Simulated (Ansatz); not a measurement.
# Iridium, simple cubic: HSE06 at the PBE geometry

How do the levels change when part of the exchange is made exact, and what does it cost? Spin polarisation is left out. The cell comes from an earlier PBE relaxation. Exact exchange is dear, so the k-mesh is coarse, and PBE is run on the same mesh for comparison.

Method: DFT, plane waves (420 eV) with PBE-made PAW files, scalar-relativistic; functionals as named at each step, in Ansatz 0.2.0.

**1. Starting point**

The structure is cubic, space group Pm-3m (No. 221). Conventional cell: a = 2.573 Å, b = 2.573 Å, c = 2.573 Å, α = 90.00°, β = 90.00°, γ = 90.00°. Ir (site symmetry m-3m) has 6 Ir at 2.57 Å as nearest neighbours.

Coordinates:

```
Ir
1.0
     2.57257    0.00000    0.00000
     0.00000    2.57257    0.00000
     0.00000    0.00000    2.57257
Ir
1
Direct
  0.00000 0.00000 0.00000
```

**2. PBE, coarse mesh**

The run with PBE.

The input, input.yaml:

```yaml
crystal:
  lattice:
    - [2.5725744361, 0.0, 0.0]
    - [0.0, 2.5725744361, 0.0]
    - [0.0, 0.0, 2.5725744361]
  atoms:
    - { symbol: Ir, position: [0.0, 0.0, 0.0] }
hamiltonian:
  xc: pbe
  pseudopotentials:
    kind: paw
    azcp:
      Ir: "pseudopotentials/Ir.paw.azcp"
basis:
  ecutwfc: 420
  fft_grid_basis: typed
kpoints:
  mp_grid: { grid: [6, 6, 6], shift: [0, 0, 0] }
magnetization:
  spin_polarized: false
scf:
  occupations: { method: fermi_dirac, width: 0.1 }
output:
  write_density: true
  write_potential: true
  elf: true
  volumetric_format: npy
```

Started as:

```sh
$ ansatz run input.yaml --threads 4 --pin off --max-ram 8192MiB --backend cpu --events-out ev --progress --plain --runs-dir out
```

The log of the run, cut to the lines that bear on the results:

```text
Warning: RAYON_NUM_THREADS=4 ignored (pool sized by the plan → 4); use --threads N
[...]
Pseudopotentials: kind: paw
Pseudopotential: Ir, paw, valence charge 17, recommended cutoff 420 eV (normal), <dir>
Functional definition: PBE
[...]
Crystal: 1 atoms, lattice volume = 17.026 Å³
Basis set: ecut = 420 eV, 341 PW (Γ)
Bands: 13, of which v1, the nominal top of the filled ones, is band 9 counted from 1 (8 counted from 0)
Symmetry: 48 space group operations
Space group: Pm-3m (ITA 221), of the structure as read, at distance tolerance 2.6e-5 Å
k-points: 20 of 216
[...]
SCF iter   1: F=—  HF=-11934.094029 eV  |F-HF|=—  |Δ(HF+E_count)|=         —  Δρ=3.78e-3  dr2=7.63e-4  ethr=1.77e-3  ⟨swp⟩=4.9  Hψ=1377  notcnv=0
[...]
SCF iter   6: F=-11934.095107 eV  HF=-11934.095107 eV  |F-HF|=5.46e-10  |Δ(HF+E_count)|=   4.23e-8  Δρ=4.36e-6  dr2=1.86e-9  ethr=5.88e-10  ⟨swp⟩=2.6  Hψ=567  notcnv=0
[...]
SCF converged after 6 iterations
Free energy (F): -11934.095107 eV
[...]
E sigma→0 (E₀):  -11934.059850 eV
Entropy (-TS):   -0.070514 eV (-70.514 meV/atom)
Fermi energy:    20.161245 eV
[...]
--- Band table (eV; the first three rows and the last of 20) ---
  k-point 0: bands = ["-71.9176", "-28.4598", "-28.4598", "-28.4598", "11.1550", "14.3176", "14.3176", "21.5131", "21.5131", "21.5131", "35.5247", "35.5247", "35.5247"]
[...]
```

It took 0.27 s on 4 threads of Arm Neoverse V1, shared host; peak memory 0.25 GiB.

Density in a lattice plane of the grid's cell (edges 2.57 and 2.57 Å, at 0.000 of the third edge), which holds Ir.

Values in e/Å³, 12 rows by 12 columns:
```
8.90 8.56 6.69 3.68 1.50 0.70 0.54 0.70 1.50 3.68 6.69 8.56
7.36 6.69 4.76 2.46 1.05 0.55 0.44 0.55 1.05 2.46 4.76 6.69
4.20 3.68 2.46 1.28 0.64 0.40 0.34 0.40 0.64 1.28 2.46 3.68
1.72 1.50 1.05 0.64 0.40 0.29 0.25 0.29 0.40 0.64 1.05 1.50
0.77 0.70 0.55 0.40 0.29 0.22 0.20 0.22 0.29 0.40 0.55 0.70
0.58 0.54 0.44 0.34 0.25 0.20 0.18 0.20 0.25 0.34 0.44 0.54
0.77 0.70 0.55 0.40 0.29 0.22 0.20 0.22 0.29 0.40 0.55 0.70
1.72 1.50 1.05 0.64 0.40 0.29 0.25 0.29 0.40 0.64 1.05 1.50
4.20 3.68 2.46 1.28 0.64 0.40 0.34 0.40 0.64 1.28 2.46 3.68
7.36 6.69 4.76 2.46 1.05 0.55 0.44 0.55 1.05 2.46 4.76 6.69
8.90 8.56 6.69 3.68 1.50 0.70 0.54 0.70 1.50 3.68 6.69 8.56
8.94 8.90 7.36 4.20 1.72 0.77 0.58 0.77 1.72 4.20 7.36 8.90
```
Columns run along the first of these edges and rows up along the second, over one cell in 12 and 12 even steps from the bottom left corner. Atoms in the plane (fractional): Ir at (0.00, 0.00).

ELF in the same plane.

Ten even steps from '0' (0.21) to '9' (0.67):
```
356899864222222246899865
678999754222222245799987
999998753212221235789999
999987532112221123578999
888765421111111112456788
665543211111111111234556
333322111110001111122333
222111111000000011111122
222222111000000011122222
222222111000000011122222
222222111000000011122222
222111111000000011111122
333322111110001111122333
665543211111111111234556
888765421111111112456788
999987532112221123578999
999998753212221235789999
678999754222222245799987
356899864222222246899865
135799864222222246899753
```
Columns run along the first of these edges and rows up along the second, over one cell in 24 and 20 even steps from the bottom left corner. Atoms in the plane (fractional): Ir at (0.00, 0.00).

Both are smooth fields of the valence electrons: close to the nuclei they are not physical.

**3. HSE06, coarse mesh**

The run with HSE06.

Changes to input.yaml since step 2:

```diff
@@ -8,3 +8,3 @@
 hamiltonian:
-  xc: pbe
+  xc: hse06
   pseudopotentials:
@@ -22,6 +22 @@
   occupations: { method: fermi_dirac, width: 0.1 }
-output:
-  write_density: true
-  write_potential: true
-  elf: true
-  volumetric_format: npy
```

Started as:

```sh
$ ansatz run input.yaml --threads 4 --pin off --max-ram 8192MiB --backend cpu --events-out ev --progress --plain --runs-dir out
```

The log of the run, cut to the lines that bear on the results:

```text
Warning: RAYON_NUM_THREADS=4 ignored (pool sized by the plan → 4); use --threads N
[...]
[... 2 set-up lines as earlier in the session ...]
Functional definition: HSE06
[...]
Crystal: 1 atoms, lattice volume = 17.026 Å³
Basis set: ecut = 420 eV, 341 PW (Γ)
Bands: 13, of which v1, the nominal top of the filled ones, is band 9 counted from 1 (8 counted from 0)
[... 2 set-up lines as earlier in the session ...]
k-points: 20 of 216
[...]
SCF iter   1: F=—  HF=-11934.093451 eV  |F-HF|=—  |Δ(HF+E_count)|=         —  Δρ=6.79e-3  dr2=6.22e-3  ethr=1.77e-3  ⟨swp⟩=7.0  Hψ=1079  notcnv=0
[...]
Frozen-core exchange: fock
[...]
SCF 2 stopped early in 6 iterations: F = -11935.425671 eV  dr2 = 3.37e-6
hybrid outer 1: dexx = +4.329e-3 eV, tail = 1.57e-5 eV
[...]
Frozen-core exchange: fock
[...]
hybrid outer 2: dexx = +1.478e-6 eV, tail = 5.94e-8 eV, Δε = 3.36e-3 eV (about 2.67e-4 eV left of the loop's levels)
hybrid SCF converged: 2 outer / 9 inner (+6 warm-up), last move |dexx| = 1.48e-6 eV, tail = 5.94e-8 eV
Stability not checked: this state was not tested for a lower state beside it, because the functional holds exact exchange (a hybrid, or Hartree-Fock), whose exchange loop this test does not read (fock_operator; see scf.lower_state_search)
Free energy (F): -11935.425666 eV
Frozen-core exchange: fock
[...]
E sigma→0 (E₀):  -11935.402999 eV
Entropy (-TS):   -0.045333 eV (-45.333 meV/atom)
Fermi energy:    19.788602 eV
[...]
--- Band table (eV; the first three rows and the last of 20) ---
  k-point 0: bands = ["-76.5133", "-31.6573", "-31.6573", "-31.6573", "9.9503", "13.0455", "13.0455", "21.3737", "21.3737", "21.3737", "36.3276"]
[...]
  guard bands above this table: 2 of the run's 13 bands. The solve was not asked for them (output.publish_guard_bands: true or output.eigenvalues: true publishes all)
```

Wall time 2.8 s (4 threads of Arm Neoverse V1, shared host); peak memory 0.59 GiB.

**4. The functionals compared**

```csv
functional,gap on the mesh,Fermi energy (eV),SCF cycles,exchange loops,CPU time
PBE,none (levels filled in part),20.161,6,-,0.59 s
HSE06,none (levels filled in part),19.789,15,2,6.8 s
```

**5. Outcome**

```
                         quantity                         value
                         PBE: gap  none (levels filled in part)
                       HSE06: gap  none (levels filled in part)
HSE06: SCF cycles, exchange loops                         15, 2
 HSE06: CPU time over that of PBE                            12
           HSE06: relative to fcc                +1298 meV/atom
```

Both PBE and HSE06 leave levels filled in part. HSE06 cost 12 times the CPU time of PBE. HSE06 needed 2 outer loops of the exchange operator. To compare with dense-mesh energies, the change of PBE from this mesh and smearing to its dense run (-249.2 meV/atom, from a run not shown) is added. Under HSE06 it lies 1298 meV/atom above fcc (computed apart in the same way); on such meshes a few tens of meV are uncertain for metals. Absolute energies differ from functional to functional, by eV per atom at times, and say nothing by themselves.
